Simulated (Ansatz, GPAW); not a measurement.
# 1,4-phenylene between two Pt chains: relaxation, then transmission at several levels, part 2 of 3

How well does 1,4-phenylene between two Pt chains conduct once its atoms have relaxed, and how much do cheaper levels lose?

GPAW 26.7.0 and Ansatz 0.2.0; Ansatz plane waves; relaxation of the junction with the lead ends held; PAW set soft_1 (the session's first sound run).

So far. Step 2 (Relaxing the atoms): The relaxation lowered the energy of the cell by 1.45 eV.

### Step 3. Plane waves, PBE

A plane-wave run comes first: its basis does not favour the atoms, so it serves as the reference for the orbital bases.

This step: Ansatz plane waves; Landauer transmission by layers, zero bias; PAW set soft_1 (Ansatz 0.2.0).

The input, input.yaml:

```yaml
crystal:
  lattice:
    - [10.798181021, 0.0, 0.0]
    - [0.0, 9.0, 0.0]
    - [0.0, 0.0, 42.9096518313]
  atoms:
    - { symbol: Pt, position: [0.5, 0.5, 0.0279657361] }
    - { symbol: Pt, position: [0.5, 0.5, 0.0838972084] }
    - { symbol: Pt, position: [0.5, 0.5, 0.1398286806] }
    - { symbol: Pt, position: [0.5, 0.5, 0.1957601528] }
    - { symbol: Pt, position: [0.5, 0.5, 0.2516916251] }
    - { symbol: Pt, position: [0.5, 0.5, 0.3076230973] }
    - { symbol: Pt, position: [0.4534205374, 0.4975440072, 0.364619779] }
    - { symbol: Pt, position: [0.5324969586, 0.4984495707, 0.4199224597] }
    - { symbol: C, position: [0.4988152662, 0.4983095488, 0.4658010872] }
    - { symbol: H, position: [0.7006771746, 0.5050418642, 0.4720284407] }
    - { symbol: H, position: [0.2984893745, 0.4917010104, 0.4716282519] }
    - { symbol: C, position: [0.6105512482, 0.5019618262, 0.4835971407] }
    - { symbol: C, position: [0.3875777889, 0.4946500944, 0.4835919835] }
    - { symbol: C, position: [0.6104494864, 0.5016363999, 0.5163380634] }
    - { symbol: C, position: [0.3874308929, 0.4944051669, 0.516287942] }
    - { symbol: H, position: [0.7003818875, 0.5043332357, 0.5279953219] }
    - { symbol: H, position: [0.2983352717, 0.4913944746, 0.5282420284] }
    - { symbol: C, position: [0.4986306449, 0.4979294711, 0.5340905459] }
    - { symbol: Pt, position: [0.5324219574, 0.5004399899, 0.5799587679] }
    - { symbol: Pt, position: [0.4535262506, 0.4973429465, 0.635336691] }
    - { symbol: Pt, position: [0.5, 0.5, 0.6923769027] }
    - { symbol: Pt, position: [0.5, 0.5, 0.7483083749] }
    - { symbol: Pt, position: [0.5, 0.5, 0.8042398472] }
    - { symbol: Pt, position: [0.5, 0.5, 0.8601713194] }
    - { symbol: Pt, position: [0.5, 0.5, 0.9161027916] }
    - { symbol: Pt, position: [0.5, 0.5, 0.9720342639] }
kpoints:
  mp_grid: { grid: [1, 1, 2] }
hamiltonian:
  xc: pbe
  pseudopotentials: { kind: paw, azcp: { folder: soft_1 } }
scf:
  occupations: { method: fermi_dirac, width: 0.1 }
output:
  transmission:
    leads: [[0, 1]]
    e_range: [-2, 2]
    de: 0.025
    kmesh: [1, 1]
    reduced_basis: true
  write_potential: true
  write_density: true
  volumetric_format: npy
  elf: true
```

Run with:

```
$ ansatz run input.yaml --threads 4 --pin off --max-ram 8192MiB --backend cpu --events-out ev --progress --plain --runs-dir out
```

Numbers of over 12 decimals in the logs are rounded to 6 here.

Output:

```text
[...]
Crystal: 26 atoms, lattice volume = 4170.116 Å³
Basis set: ecut = 420 eV, 81417 PW (Γ)
Bands: 190, of which v1, the nominal top of the filled ones, is band 158 counted from 1 (157 counted from 0)
Symmetry: 1 space group operations
[...]
k-points: 2
[...]
SCF iter   1: F=—  HF=-201935.299835 eV  |F-HF|=—  |Δ(HF+E_count)|=         —  Δρ=3.33e-2  dr2=1.24e2  ethr=3.10e-3  ⟨swp⟩=7.0  Hψ=1532  notcnv=0  defer=7
[...]
SCF iter  13: F=-201921.326392 eV  HF=-201921.326392 eV  |F-HF|=1.58e-8  |Δ(HF+E_count)|=   1.91e-7  Δρ=6.73e-7  dr2=2.69e-8  ethr=3.16e-11  ⟨swp⟩=16.5  Hψ=1294  notcnv=0
SCF 1 converged in 13 iterations: F = -201921.326392 eV  dr2 = 2.69e-8
[...]
transmission: 53 of 318 steps passed
transmission: 106 of 318 steps passed
[...]
transmission: 318 of 318 steps passed
WARN: The output density's exchange-correlation potential varies sharply where the density is thin. Do not read a vacuum level from v_tot or v_xc, or from such a field of the output density. On a cell that repeats whose density bears no net charge and no dipole along the vacuum's axis use v_es (v_loc + v_h of the components); under efield.dipole_correction with no amplitude use v_es + v_field, which holds any externa [...]
SCF converged after 13 iterations
Free energy (F): -201921.326392 eV
[...]
Internal energy: -201920.226812 eV  (E = F + TS)
E sigma→0 (E₀):  -201920.776602 eV
Entropy (-TS):   -1.099581 eV (-42.292 meV/atom)
Fermi energy:    -4.197758 eV
[...]
--- Band table (eV) ---
  k-point 0: bands = [... 154 lower, -4.3737, -4.3553, -4.3368, -4.2915, -4.2202, -4.0794, -4.0577, -3.9385, ... 28 higher]
  k-point 1: bands = [... 154 lower, -4.4776, -4.3613, -4.2576, -4.2231, -4.1003, -4.0700, -4.0566, -4.0475, ... 28 higher]
--- Transmission ---
  basis      : 855 plane waves across, 53 finite elements along
  points     : 1, standing for a mesh of 1 x 1
  filling    : by the input's occupations and mesh, since the crystals that have channels conduct as metals do. If one of these is a semiconductor, that mesh has misplaced its level
  energies   : 161 from -2.000000 to 2.000000 eV about the Fermi level, 0.025000 eV apart; the leads are filled to 0.000000 eV, and channels, transmission and decay are at 0.000000 eV
  crystal 0  : Pt1, at the sites [0, 1], period 2.4000 Å, over 28.80 Å; its Hamiltonian steps by up to 7.5 meV
    offset         : up to 0.0000 Å between an atom of the period and one for which it stands
    filled         : 2.2 meV under the level at which it is neutral
    channels       : 4.000000e0 a spin
    conductance    : 3.1890e14 S/m² at 300 K; may be off by some 0.0 % by where its bands' edges are placed, 0.0 % from the distance to neutral
  junction   : crystal 0 to crystal 0, 0.70 to 41.21 Å
    transmission   : 1.194681e0 a spin
    error estimate : 2.602135e-4 a spin from the reduction of the transverse basis, at the most 5.009534e-3 at -1.150000 eV
    conductance    : 9.3778e13 S/m² at 300 K (9.3786e13 on every other energy)
    error estimate : 0.0 % from the energy spacing and 0.0 % from band edges of the leads and from resonances (wavevectors taken as independent; lower de), 0.0 % from the reduction of the transverse basis, 1.1 % from the steps of its leads' Hamiltonians or their offsets (lay more layers), 0.1 % from the distance to neutral
    resistance     : 7.5277e-3 Ω µm² beyond half of each lead's own
```

Elapsed: 5.7 min, on 4 threads of Arm Neoverse V1, shared host; peak memory 6.8 GiB.

This step gave:

| Item | Value |
| --- | --- |
| free energy | -201921.3264 eV |
| lead level | 0 eV from the Fermi level |
| transmission at the Fermi level (one spin) | 1.195 |
| open channels of the lead at the Fermi level (one spin) | 4 |
| step of the potential along the lead | 7.5 meV |
| offset of the lead | 0 Å |
| filling of the lead less its bulk value, in size | 2.2 meV |
| conductance | 1.176 G₀ |

One spin. The transmission, zone mean by energy, zero at the Fermi level:

energy (eV), transmission, zone mean and a bar:
```
   -2.000       1.06 #########################
   -1.800       1.09 #########################
   -1.600       1.15 ###########################
   -1.450       1.20 ############################
   -1.400       1.07 #########################
   -1.200       1.22 ############################
   -1.000       1.29 ##############################
   -0.975       1.29 ##############################
   -0.800       1.08 #########################
   -0.700       1.27 ##############################
   -0.600       1.27 #############################
   -0.400       1.04 ########################
   -0.200       0.92 #####################
    0.000       1.19 ############################
    0.025       1.21 ############################
    0.200       0.83 ###################
    0.400       0.33 #######
    0.600       0.18 ####
    0.800       0.10 ##
    1.000       0.07 #
    1.200       0.05 #
    1.400       0.04 
    1.600       0.03 
    1.800       0.03 
    2.000       0.02
```

One spin. Open channels, zone mean against energy, zero at the Fermi level:

```tsv
energy (eV)	open channels, zone mean
-2.000	3
-1.800	3
-1.600	4
-1.400	6
-1.200	6
-1.000	6
-0.800	6
-0.600	6
-0.400	4
-0.200	4
0.000	4
0.200	4
0.400	3
0.600	3
0.800	1
1.000	1
1.200	1
1.400	1
1.600	1
1.800	1
2.000	1
```

Crystal 0, spin -, k parallel (0, 0); distinct values, listed up to 1.5 1/Å. Table of Im kz of the slowest decaying states by energy, zero at the Fermi level:

```tsv
energy (eV)	decay 1 (Å⁻¹)	decay 2 (Å⁻¹)	decay 3 (Å⁻¹)	decay 4 (Å⁻¹)
-2.000	0.386	0.615	0.616	1.38
-1.800	0.274	0.505	0.506	1.36
-1.600	0.350	0.350	1.34	1.36
-1.400	1.32	1.34	1.38	1.47
-1.200	1.30	1.32	1.36	1.45
-1.000	1.28	1.30	1.34	1.43
-0.800	1.26	1.29	1.32	1.41
-0.600	1.24	1.27	1.30	1.40
-0.400	0.0857	0.0858	1.22	1.25
-0.200	0.347	1.20	1.22	1.26
0.000	0.468	0.468	1.18	1.20
0.200	0.553	1.16	1.18	1.21
0.400	0.140	0.619	0.619	1.14
0.600	0.241	0.673	0.673	1.11
0.800	0.0267	0.0271	0.308	0.718
1.000	0.116	0.116	0.359	0.757
1.200	0.157	0.157	0.402	0.790
1.400	0.184	0.184	0.438	0.820
1.600	0.203	0.203	0.469	0.847
1.800	0.216	0.216	0.496	0.870
2.000	0.224	0.224	0.519	0.891
```

Crystal 0, spin -, k parallel (0, 0). Re kz of states that move upwards against energy, zero at the Fermi level:

```tsv
energy (eV)	channel 1 (Å⁻¹)	channel 2 (Å⁻¹)	channel 3 (Å⁻¹)	channel 4 (Å⁻¹)	channel 5 (Å⁻¹)	channel 6 (Å⁻¹)
-2.000	-0.640	-0.640	0.728	-	-	-
-1.800	-0.600	-0.600	0.748	-	-	-
-1.600	-0.561	-0.561	0.0196	0.769	-	-
-1.400	-0.524	-0.524	0.151	0.151	0.278	0.791
-1.200	-0.487	-0.487	0.394	0.430	0.431	0.814
-1.000	-0.450	-0.450	0.483	0.610	0.611	0.840
-0.800	-0.413	-0.413	0.558	0.775	0.775	0.869
-0.600	-0.377	-0.377	0.623	0.903	0.955	0.955
-0.400	-0.340	-0.340	0.678	0.945	-	-
-0.200	-0.302	-0.302	0.726	0.997	-	-
0.000	-0.262	-0.262	0.765	1.07	-	-
0.200	-0.220	-0.220	0.799	1.17	-	-
0.400	-0.174	-0.174	0.827	-	-	-
0.600	-0.118	-0.118	0.852	-	-	-
0.800	0.875	-	-	-	-	-
1.000	0.895	-	-	-	-	-
1.200	0.915	-	-	-	-	-
1.400	0.933	-	-	-	-	-
1.600	0.951	-	-	-	-	-
1.800	0.968	-	-	-	-	-
2.000	0.985	-	-	-	-	-
```

The electrostatic potential energy of an electron (with the applied field's), less the Fermi level, planar mean oscillates, so the rows of the table below give means over windows of 2.38 Å about each position, cut where the curve ends. Its first 14 maxima inside the range that stand out by 2 % of the span (Å: eV): 2.4: 5.79, 4.8: 5.78, 7.2: 5.77, 9.5: 5.77, 12.1: 5.75, 14.5: 5.74, 16.8: 5.59, 19.2: 5.35, 21.5: 4.90, 23.7: 5.35, 26.1: 5.59, 28.5: 5.74, 30.8: 5.75, 33.4: 5.77. Its first 14 minima: 1.2: 4.20, 3.6: 4.19, 6.0: 4.20, 8.3: 4.19, 10.9: 4.18, 13.3: 4.17, 15.6: 4.10, 18.0: 3.97, 20.4: 3.52, 22.5: 3.53, 24.9: 3.97, 27.3: 4.10, 29.6: 4.17, 32.0: 4.18.

Table of electrostatic potential energy of an electron (with the applied field's), less the Fermi level, planar mean by z; means over each step:

z (Å), electrostatic potential energy of an electron (with the applied field's), less the Fermi level, planar mean (eV) and a bar from the least value:
```
     1.19       4.99 ##############################
     3.57       4.98 ##############################
     5.95       4.98 ##############################
     8.33       4.98 #############################
    10.71       4.96 #############################
    13.09       4.95 ############################
    15.47       4.90 ##########################
    17.85       4.75 ###################
    20.23       4.34 #
    22.61       4.33 
    24.99       4.74 ###################
    27.37       4.90 ##########################
    29.75       4.95 ############################
    32.13       4.96 #############################
    34.51       4.98 #############################
    36.89       4.98 ##############################
    39.27       4.98 ##############################
    41.65       4.96 #############################
```

The valence density, planar mean oscillates, so the rows of the table below give means over windows of 2.38 Å about each position, cut where the curve ends. Its first 14 maxima inside the range that stand out by 2 % of the span (Å: e/Å³): 1.2: 0.165, 3.6: 0.164, 6.0: 0.164, 8.3: 0.163, 10.7: 0.162, 13.3: 0.163, 15.6: 0.164, 18.0: 0.165, 20.4: 0.0996, 22.5: 0.0996, 24.9: 0.165, 27.3: 0.164, 29.6: 0.163, 32.2: 0.162. Its first 14 minima: 2.4: 0.0188, 4.8: 0.0188, 7.2: 0.0189, 9.5: 0.0191, 12.1: 0.0191, 14.5: 0.0173, 16.8: 0.0180, 19.2: 0.0221, 21.5: 0.0538, 23.7: 0.0220, 26.1: 0.0179, 28.5: 0.0173, 30.8: 0.0191, 33.4: 0.0191.

Table of valence density, planar mean by z; means over each step:

```tsv
z (Å)	valence density, planar mean (e/Å³)
1.19	0.0777
3.57	0.0776
5.95	0.0777
8.33	0.0777
10.71	0.0776
13.09	0.0776
15.47	0.0776
17.85	0.0781
20.23	0.0608
22.61	0.0617
24.99	0.0781
27.37	0.0777
29.75	0.0775
32.13	0.0776
34.51	0.0777
36.89	0.0777
39.27	0.0776
41.65	0.0797
```

Electrostatic potential energy in the ca plane at fractional y = 0.491, with atoms of Pt and C and H within 0.2 Å of it. With pseudopotentials it is smooth inside the atoms' cores, unlike the true potential.

Ten even steps from '0' (-66 eV) to '9' (2 eV), each cell a mean:
```
99999999999999999999999999999999999999999999
99999999999999999999999999999999999999999999
99999999999999999999999999999999999999999999
99999999999999999999999999999999999999999999
99999999999999999999999999999999999999999999
99999999999999999999999999999999999999999999
99999999999857999975899999999999999999999999
99999999999856788755899999999999999999999999
99999888999852155126999988899999999999999999
99986323689851144015898632379999999998778998
88973000377555687655577200038988889963125885
25873000374015899840057200038742258840002671
01687324785226888852268632478500016850003773
01699888998753366336789988898610016885447887
36899999999840044005899999999853368999899999
89999999999863466346999999999998899999999999
99999999999746899854799999999999999999999999
99999999999878999987899999999999999999999999
99999999999999999999999999999999999999999999
99999999999999999999999999999999999999999999
99999999999999999999999999999999999999999999
99999999999999999999999999999999999999999999
99999999999999999999999999999999999999999999
99999999999999999999999999999999999999999999
```
Columns run along c (16.0 Å, from fractional 0.37 to 0.74 of the cell; values clipped at the 3rd and 97th percentile), rows up along a (10.8 Å). Atoms in or near the plane, at fractional coordinates: Pt at (0.42, 0.53), C at (0.47, 0.50), H at (0.47, 0.70), H at (0.47, 0.30), C at (0.48, 0.61), C at (0.48, 0.39), C at (0.52, 0.61), C at (0.52, 0.39), H at (0.53, 0.70), H at (0.53, 0.30), C at (0.53, 0.50), Pt at (0.58, 0.53), Pt at (0.64, 0.45), Pt at (0.69, 0.50).

ELF in the ca plane at fractional y = 0.491, with atoms of Pt and C and H within 0.2 Å of it. It is the smooth field of the valence electrons, not physical close to the nuclei.

Values in units of 1e-1, 13 rows by 16 columns, each cell a mean:
```
0.0 0.0 0.0 0.0 0.0 0.0 0.0 0.0 0.0 0.0 0.0 0.0 0.0 0.0 0.0 0.0
0.0 0.0 0.0 0.0 0.0 0.0 0.0 0.0 0.2 0.9 0.0 0.6 0.5 0.0 0.0 0.0
0.1 0.1 0.1 0.0 0.0 0.1 0.4 0.1 2.8 7.3 0.5 6.0 4.5 0.1 0.4 0.1
0.6 0.6 1.0 0.3 0.2 0.4 1.9 1.2 4.6 9.8 2.8 9.1 6.5 0.8 2.0 0.5
2.2 2.0 2.8 1.4 1.5 1.3 3.1 3.0 2.3 6.9 6.2 6.3 3.6 2.4 3.7 1.3
3.9 3.3 4.8 2.7 3.4 3.3 3.8 5.3 3.9 7.0 5.8 6.5 4.7 4.6 4.7 2.7
4.9 4.2 5.7 3.5 5.3 4.3 4.4 5.0 5.9 5.0 2.0 5.3 5.5 4.7 4.9 3.8
3.4 3.3 4.2 2.9 5.3 4.0 3.1 3.1 3.3 6.1 6.4 5.4 4.3 2.8 3.3 3.4
1.8 1.7 2.2 1.5 3.2 2.4 1.3 0.9 3.6 8.4 5.7 7.7 5.2 0.6 1.4 2.0
0.4 0.4 0.5 0.4 1.4 1.1 0.3 0.1 6.5 9.7 2.1 8.9 8.4 0.2 0.2 0.9
0.0 0.0 0.0 0.1 0.3 0.2 0.0 0.0 4.1 6.2 0.2 4.8 5.6 0.1 0.0 0.2
0.0 0.0 0.0 0.0 0.0 0.0 0.0 0.0 0.4 0.5 0.0 0.4 0.6 0.0 0.0 0.0
0.0 0.0 0.0 0.0 0.0 0.0 0.0 0.0 0.0 0.0 0.0 0.0 0.0 0.0 0.0 0.0
```
Columns run along c (16.0 Å, from fractional 0.26 to 0.63 of the cell), rows up along a (10.8 Å). Atoms in or near the plane, at fractional coordinates: Pt at (0.31, 0.50), Pt at (0.36, 0.45), Pt at (0.42, 0.53), C at (0.47, 0.50), H at (0.47, 0.70), H at (0.47, 0.30), C at (0.48, 0.61), C at (0.48, 0.39), C at (0.52, 0.61), C at (0.52, 0.39), H at (0.53, 0.70), H at (0.53, 0.30), C at (0.53, 0.50), Pt at (0.58, 0.53).

Valence density in the ca plane at fractional y = 0.491, with atoms of Pt and C and H within 0.2 Å of it. It is the smooth field of the valence electrons, not physical close to the nuclei.

Ten steps, logarithmic in the rise over the least value, from '0' (0 e/Å³) to '9' (11 e/Å³), each cell a mean:
```
00000000000000000000000000000000000000000000
00000000000000000000000000000000000000000000
00000000000000000000000000000000000000000000
00000000000000000000000000000000000000000000
00000000000000000000000000000000000000000000
00000000000000000000000011110001110000000000
00000000000000000000000124431124531000000000
00000000000000000011100135653345641001110000
11101111100000001234321135665566531123432100
43223444211111112467753235666666542246775211
86435787532344333689974456654456654469997423
98547999744678644699975566542235665569997446
97446998645899863467754556643345665446775458
64334676434799853233322345655556643223332347
22112232223577632111111135666666532111111135
00000011011233210000000135655556531000000012
00000000000011000000000135542235641000000000
00000000000000000000000023321113321000000000
00000000000000000000000001100000100000000000
00000000000000000000000000000000000000000000
00000000000000000000000000000000000000000000
00000000000000000000000000000000000000000000
00000000000000000000000000000000000000000000
00000000000000000000000000000000000000000000
```
Columns run along c (16.0 Å, from fractional 0.26 to 0.63 of the cell), rows up along a (10.8 Å). Atoms in or near the plane, at fractional coordinates: Pt at (0.31, 0.50), Pt at (0.36, 0.45), Pt at (0.42, 0.53), C at (0.47, 0.50), H at (0.47, 0.70), H at (0.47, 0.30), C at (0.48, 0.61), C at (0.48, 0.39), C at (0.52, 0.61), C at (0.52, 0.39), H at (0.53, 0.70), H at (0.53, 0.30), C at (0.53, 0.50), Pt at (0.58, 0.53).

T at the Fermi level is 1.19 of 4 open channels a spin, without spin-orbit coupling, which is large for these atoms.

[end of part 2 of 3]

[Logs are printed without paths, hosts, clocks, repeated set-up lines and the standing remarks that a program may print on its own settings, such as how far it seeks lower states.]

[Hosts, paths, dates, database ids (printed as entryN), source tags and the programs' standing remarks are cut or masked in the printed files.]
